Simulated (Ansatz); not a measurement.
**N: an energy map of one atom**

Aim: for N, map the energy of atom 1 (N) over a plane.

Program: Ansatz 0.2.0. Level of theory: DFT LDA, scalar-relativistic, plane waves, PAW. These are calculated values, not measurements.

**1. The structure to begin with**

Symmetry: P6_3/mmc, No. 194, hexagonal system. The conventional cell has a = 3.629 Å, b = 3.629 Å, c = 5.890 Å, α = 90.00°, β = 90.00°, γ = 120.00°. Around N (site symmetry -6m2) lie 12 N at 3.61 to 3.63 Å.

As a file:

```xyz
2
Lattice="3.6290 0.0000 0.0000 -1.8145 3.1428 0.0000 0.0000 0.0000 5.8900" Properties=species:S:1:pos:R:3 pbc="T T T"
N     0.0000    2.0952    1.4725
N     1.8145    1.0476    4.4175
```

The cell is taken as given, not relaxed at this level.

**2. The reference cell**

The reference gives a free energy of -735.6191 eV, pressure -0.32 GPa, largest force 0.000 eV/Å and gap on the mesh 2.24 eV. It was computed beforehand with the settings of the runs below.

**3. Setting up an energy map of one atom**

Atom 1 (N) is moved by p along (1.000, 0.000, 0.000) and q along (0.000, 1.000, 0.000) (Å), all else fixed; its images in the other cells move with it. Points alike by symmetry are run once.

**4. Point p = -0.600, q = -0.600**

File input.yaml:

```yaml
crystal:
  lattice:
    - [3.6290016496, 0.0, 0.0]
    - [-1.8145008248, 3.142807619, 0.0]
    - [0.0, 0.0, 5.89]
  atoms:
    - { symbol: "N", position: [0.0725425559, 0.4757545674, 0.25], spin: 3.18 }
    - { symbol: "N", position: [0.6666666667, 0.3333333333, 0.75], spin: 3.18 }
basis:
  ecutwfc: 420
kpoints:
  mp_grid: { grid: [12, 12, 6] }
hamiltonian:
  xc: lda
scf:
  occupations: { method: gaussian, width: 0.05 }
output:
  forces: true
  stress: true
  eigenvalues: true
  populations: true
magnetization:
  spin_polarized: true
```

Launch:

```console
$ ansatz run input.yaml --threads 1 --pin off --max-ram 2560MiB --backend cpu --events-out ev --progress --plain --runs-dir out
```

Further runs follow: p = -0.600, q = 0.000; point p = -0.600, q = 0.600; p = 0.000, q = -0.600; point p = 0.000, q = 0.600; At p = -0.600, q = -0.300; point p = -0.600, q = 0.300; p = -0.300, q = -0.600; p = -0.300, q = 0.000; At p = -0.300, q = 0.600; At p = 0.000, q = -0.300; point p = 0.000, q = 0.300; point p = -0.300, q = -0.300; p = -0.300, q = 0.300.

**Question.** What will these runs give? Wanted: highest point; lowest point away from the origin.

As calculated:

```
                         quantity                                       value
                    highest point  0.010 eV/cell at (p, q) = (-0.600, -0.600)
lowest point away from the origin            0.001 eV/cell at (0.000, -0.300)
```

The undisturbed cell is the lowest computed point. Read as harmonic, the points at ±0.300 Å give force constants of 0.02 eV/Å² along p and 0.02 eV/Å² along q, so the site is nearly isotropic in this plane. The gap on the mesh runs from 2.02 to 2.24 eV over the map.
